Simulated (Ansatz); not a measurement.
## SiNi3 under changes of volume

One of the cells (11.090 Å³/atom); the others are scaled copies at fixed shape and fractional positions:

```
CELL_PARAMETERS angstrom
1.29280 0.74640 7.66199
-1.29280 0.74640 7.66199
0.00000 -1.49280 7.66199
ATOMIC_POSITIONS crystal
Ni 0.25473 0.25473 0.25473
Ni 0.50000 0.50000 0.50000
Ni 0.74527 0.74527 0.74527
Si 0.00000 0.00000 0.00000
```

The cell comes from a database or a generator and needn't be the stable form of this composition.

```yaml
Program: Ansatz 0.2.0
Functional: r2SCAN
Potentials_or_basis: Ansatz PAW
Cutoff: "500 eV (not typed: the program's choice for these potentials)"
k_mesh: 12 × 12 × 12
Occupations: fermi-dirac, width 0.05 eV
Spin: collinear spin, ferromagnetic start
Starting_moments: "[1.0, 1.0, 1.0, 0.0] μB"
```

```tsv
volume (Å³/atom)	energy over the lowest point (meV/atom)	pressure (GPa)	moment (μB per cell)	largest force (eV/Å)
10.425	10.44	8.6	1.09	0.196
10.647	?	?	?	?
10.868	0.00	-0.8	1.17	0.060
11.090	3.64	-4.6	1.22	0.002
11.312	12.07	-7.6	1.29	0.058
11.534	24.25	-10.5	1.33	0.121
11.756	40.41	-13.2	1.35	0.180
```

**Question.** What does the run at 10.647 Å³/atom give?

**Answer.** Energy over the lowest point 1.98 meV/atom; pressure 3.7 GPa; moment 1.14 μB per cell; largest force 0.127 eV/Å.

Worked out: A Birch-Murnaghan fit of order 3 (a polynomial in V^(-2/3)) to the other rows has its minimum at 10.83 Å³/atom with B0 = V·E''(V) = 200 GPa and B' = 6.3 at fixed shape and positions, which overstates the stiffness. It gives 2.03 meV/atom at 10.647 Å³/atom, against the run's 1.98, and -dE/dV = 3.6 GPa, against 3.7. A parabola through the other rows of the moment, of slope 0.221 μB per Å³/atom there, gives 1.13 μB, against the run's 1.14.

Energies are extrapolated to zero smearing.

Caveats: the magnetic or orbital state may not be the lowest; the PAW data sets come from PBE, with cores solved anew for the run's functional, which leaves a small shift of forces and pressure.
